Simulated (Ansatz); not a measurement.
# Ni (Im-3m) in Ansatz: single point with PBE+D4

Aim: the single point of Ni with PBE+D4.

Everything below comes from runs of Ansatz 0.2.0. Logs are shortened: lines on timing, memory, paths and dates and some standing lists are left out, and cuts for length are marked.

## (1) The undisturbed crystal

The structure is cubic, space group Im-3m (No. 229). Conventional cell: a = 2.767 Å, b = 2.767 Å, c = 2.767 Å, α = 90.00°, β = 90.00°, γ = 90.00°. Around Ni (site symmetry m-3m) lie 8 Ni at 2.40 Å.

This isn't the form of Ni at room conditions, which is fcc.

## (2) Single point, PBE+D4, collinear spin, ferromagnetic start, moments held on the sites (cell strained at random at fixed volume)

The input, input.yaml:

```yaml
crystal:
  lattice:
    - [-1.36069, 1.376078, 1.41175]
    - [1.364373, -1.389443, 1.428798]
    - [1.347121, 1.375875, -1.425115]
  atoms:
    - { symbol: Ni, position: [-0.01353, 0.019426, 0.048984], spin: 1.0 }
kpoints:
  mp_grid: { grid: [13, 13, 13] }
scf:
  occupations: { method: cold, width: 0.1 }
hamiltonian:
  xc: pbe
  dispersion: d4
  pseudopotentials:
    kind: all_electron
    lapw: { basis_error: 0.001 }
    nuclear_model: point
magnetization:
  spin_polarized: true
  spin_locking: { lock_spins: true }
output:
  forces: true
  stress: true
  eigenvalues: true
```

Potentials or basis: all-electron LAPW, point nuclei.

Command:

```console
$ ansatz run input.yaml --threads 2 --pin off --max-ram 6144MiB --backend cpu --events-out ev --progress --plain --runs-dir out
```

Output:

```text
Warning: output.stress: the lock of the moments that magnetization.spin_locking holds to the close lets an SCF meet its threshold on dr2 anywhere within the lock's freeze window, and the stress can move with the moments there: no threshold on dr2 bounds that. The window is the square root of the freeze energy over magnetization.spin_locking.lambda. Set magnetization.spin_locking.freeze_energy_tol to 1e-7 of magnetization.spin_locking.lambda or tighter (1e-7 eV at magnetization.spin_locking.lambda's default), and hold the SCF's own gates tight with it: the threshold on dr2 and, on a non-collinear run, whose gate on the magnetisation can be let go, scf.convergence.magnetization_residual_energy_tol, under 2e-7 eV over the cell's volume in cubic angstroms (a run under these bars is not thereby shown to hold its stress)
Warning: RAYON_NUM_THREADS=2 ignored (pool sized by the plan → 2); use --threads N
LAPW: plane waves up to 9.490 Å⁻¹, error target 1.0e-3 eV per atom; small_component_spin mean_spin; Ni in spheres of 1.192 Å, 18 of its electrons in bands, Dirac shells [] (how accurate: hamiltonian.pseudopotentials.lapw.basis_error, Limitations)
Engine: ansatz 0.2.0, aarch64-unknown-linux-gnu
Pseudopotentials: kind: all_electron
Pseudopotential: Ni, LAPW, valence charge 18, lapw/all_electron/scalar/Ni, Koelling and Harmon's equation, point nucleus
Functional definition: PBE
  parameter kappa = 0.804
  parameter beta = 0.06672455060314922
  exchange = pbe_x(kappa = kappa, mu = beta*pi^2/3)
  correlation = pbe_c(beta = beta)
Crystal: 1 atoms, lattice volume = 10.597 Å³
Basis set: ecut = 343.0945510445232 eV, 149 PW (Γ), exchange–correlation at level 2
Bands: 14, of which v1, the nominal top of the filled ones, is band 9 counted from 1 (8 counted from 0)
Symmetry: 2 space group operations
Space group: P-1 (ITA 2), of the structure as read, at distance tolerance 2.2e-5 Å
Magnetic group: BNS 2.4 (UNI 4), of the structure as read, at distance tolerance 2.2e-5 Å
k-points: 1099 of 2197
Non-local potential: Ni, projectors of the file, none
Initial density: superposition of atomic densities (chi_scale 0.1, normalization cell)
Starting moments: Σ|m| = 1 μB on 1 of 1 site
Initial wavefunctions: plane waves of lowest kinetic energy (no species holds an atomic orbital)
Functional: x = pbe(κ = 0.804, μ = 0.2195149727645171), c = pbe(β = 0.06672455060314922)
iter 1 solved again at ethr=5.37e-6 eV; its pass at ethr=1.00e-1 eV (dr2=9.66e-4 eV) is discarded
SCF iter   1: F=-41383.333139 eV  HF=-41383.331094 eV  |F-HF|=2.05e-3  |Δ(HF+E_count)|=         —  Δρ=1.70e-2 (↑1.59e-2 ↓1.70e-2)  dr2=9.27e-4  dr2_m=2.59e-2  M=0.671 μB ∫|m|=0.734 μB  β_m=0.30  ethr=5.37e-6  ⟨swp⟩=4.0  Hψ=255178  notcnv=0
preconditioner: auto → none  [metal: Δε(μ)=0.001 eV  Ē_g=17.297 eV  σ=0.100 eV  W_gap=0.00  n_scr=0 (ndim 8)  ℏωp=36.1 eV  f_vac=0.000  D(μ)=1.99/eV (n_scr^D=42)]
SCF iter   2: F=-41383.328542 eV  HF=-41383.327366 eV  |F-HF|=1.18e-3  |Δ(HF+E_count)|=   3.73e-3  S|Δr|=    0.00e0  Δρ=7.79e-3 (↑7.79e-3 ↓7.62e-3)  dr2=2.47e-4  dr2_m=5.60e-3  M=0.742 μB ∫|m|=0.819 μB  β_m=0.35  ethr=5.15e-6  ⟨swp⟩=2.5  Hψ=84851  notcnv=0
SCF iter   3: F=-41383.335637 eV  HF=-41383.339937 eV  |F-HF|=4.30e-3  |Δ(HF+E_count)|=   1.26e-2  S|Δr|=    0.00e0  Δρ=3.94e-3 (↑3.94e-3 ↓3.78e-3)  dr2=1.61e-4  dr2_m=1.38e-3  M=0.755 μB ∫|m|=0.851 μB  β_m=0.34  ethr=1.37e-6  ⟨swp⟩=3.0  Hψ=88483  notcnv=0
SCF iter   4: F=-41383.346315 eV  HF=-41383.344039 eV  |F-HF|=2.28e-3  |Δ(HF+E_count)|=         —  Δρ=2.36e-3 (↑1.87e-3 ↓2.36e-3)  dr2=4.11e-5  dr2_m=4.12e-4  M=0.772 μB ∫|m|=0.877 μB  β_m=0.67  ethr=8.93e-7  ⟨swp⟩=2.5  Hψ=85550  notcnv=0
[... 26 lines left out ...]
SCF iter  25: F=-41383.279056 eV  HF=-41383.279056 eV  |F-HF|=3.04e-8  |Δ(HF+E_count)|=   2.27e-4  S|Δr|=    0.00e0  Δρ=7.71e-6 (↑7.71e-6 ↓5.77e-6)  dr2=1.57e-9  dr2_m=3.87e-9  M=0.929 μB ∫|m|=1.064 μB  β_m=0.78  ethr=5.18e-10  ⟨swp⟩=2.1  Hψ=81228  notcnv=0
SCF iter  26: F=-41383.279082 eV  HF=-41383.279082 eV  |F-HF|=2.26e-10  |Δ(HF+E_count)|=   2.62e-5  S|Δr|=    0.00e0  Δρ=2.73e-6 (↑2.24e-6 ↓2.73e-6)  dr2=1.14e-10  dr2_m=5.65e-10  M=0.929 μB ∫|m|=1.064 μB  ethr=8.72e-12  ⟨swp⟩=2.9  Hψ=84454  notcnv=0
SCF 1 converged in 26 iterations: F = -41383.279082 eV  dr2 = 1.14e-10
this state was not tested for a lower state beside it, because a magnetisation constraint still acts at the end of the SCF (magnetization_constraint; see scf.lower_state_search)
SCF converged after 26 iterations
Magnetization: 0.9293 μB (9.4646 up, 8.5354 down)
Absolute magnetization: 1.0643 μB (∫|ρ↑−ρ↓|)
Spin contamination: 0.0182 ħ² per cell (⟨S²⟩ above its minimum at these occupations)
Per-site moments (μB) at R_I (Å): [(0.9922260250550937, 0.9834951199073008)]
--- Magnetisation constraints (ε_frz = 1.0e-4 eV) ---
  site  kind      target   achieved (μB)  |Δ|max (μB)  g (eV/μB)  λ_eff  esc  ok   flags
  0     per_site  +1.0000  +0.9922        7.77e-3      -4.76e-1   1.000  0    yes
Free energy (F): -41383.279082 eV
Harris-Foulkes:  -41383.279082 eV  (|F-HF|=2.26e-10)
Internal energy: -41383.280218 eV  (E = F + TS)
E sigma→0 (E₀):  -41383.279461 eV
Entropy (-TS):   0.001136 eV (1.136 meV/atom)
Fermi energy:    19.216175 eV
Step filling:    the computed levels leave a gap of 0.0007 eV = 0.0 smearing widths at the electron count; against every level under it full and every level over it empty, smearing changes F+E_penalty+E_count by +0.033 meV and its σ→0 estimate by -0.345 meV
--- Per-component energies (eV) ---
  E_band       = -273.764338
  E_kinetic    = 42048.279016
  E_xc         = -1731.144530
  E_constr_dc  = -0.471977  (∫m·b dr)
  E_electrostatic = -81699.948674  (all electrons and nuclei)
  E_disp       = -0.466047  (pairwise vdW)
  E_smearing   = 0.001136  (= −TS)
  E_closure    = 0.000017  (closes the sum)
  E_penalty    = 0.003621  (constraint; not in F)
  E_atoms      = -41375.919463  (free atoms, spherical and without spin; not in F)
  Σ components = -41383.279082   (vs F -41383.279082, Δ=0.00e0)
  Basis errors (estimates in eV, not in F): energy 3.0e-4 per atom: plane waves 2.6e-4 (1.4e-4 summed), levels above the bands 0.0e0, relativity 9.8e-9, radial functions 4.0e-5, core shells 1.4e-9; eigenvalues (radial functions only) 2.4e-5; not estimated: angular momenta, meshes, grids; target (lapw.basis_error) 1.0e-3; muffin-tin radii Ni 1.192 Å
--- Forces (eV/Å), atoms counted from 1 ---
  atom   1  Ni     0.00000000     0.00000000     0.00000000
  max |Σ_I F_I| component: 0.00e0 eV/Å
--- Stress (GPa, compression-positive) ---
        2.417436       1.587542      -0.435469
        1.587542       4.506440       1.687999
       -0.435469       1.687999       9.683938
  P = ⅓ Tr σ = 5.5359 GPa (55.359 kbar)
--- Band table (eV; the first three rows and the last of 2198) ---
  k-point 0 ↑: bands = ["-85.5619", "-45.8750", "-45.8039", "-45.6985", "9.4157", "15.5350", "15.6295", "15.7901", "16.7982", "17.2391", "44.5413", "45.2417", "45.7048", "49.6403"]
  k-point 1 ↑: bands = ["-85.5594", "-45.8824", "-45.8108", "-45.7039", "9.6744", "15.5519", "15.6684", "15.7842", "16.8081", "17.1822", "43.8168", "44.2206", "44.6409", "47.7470"]
  k-point 2 ↑: bands = ["-85.5526", "-45.9095", "-45.8235", "-45.7188", "10.4243", "15.3898", "15.7426", "16.0049", "16.8389", "17.0700", "40.2421", "42.7025", "43.4433", "44.9815"]
  k-point 1098 ↓: bands = ["-83.3339", "-43.8438", "-43.7429", "-43.6240", "14.6532", "16.6847", "17.2142", "18.8202", "19.0645", "20.5393", "28.9779", "36.2215", "37.6264", "47.0183"]
```

It took 2.2 min on 2 threads of Arm Neoverse V2, shared host; peak memory 1.3 GiB.

What came out:

```
Free energy            : -41383.2791 eV
Band gap on the k mesh : none (metal or under the smearing width)
Net moment             : 0.93 μB per cell
Absolute moment        : 1.06 μB per cell
Site moments           : Ni +0.99 μB
```

Caveat: the SCF stop doesn't bound the stress; each atom's moment is held at its typed value, so this isn't a free magnetic state; pairwise dispersion overbinds metals, which lowers pressure and volume.
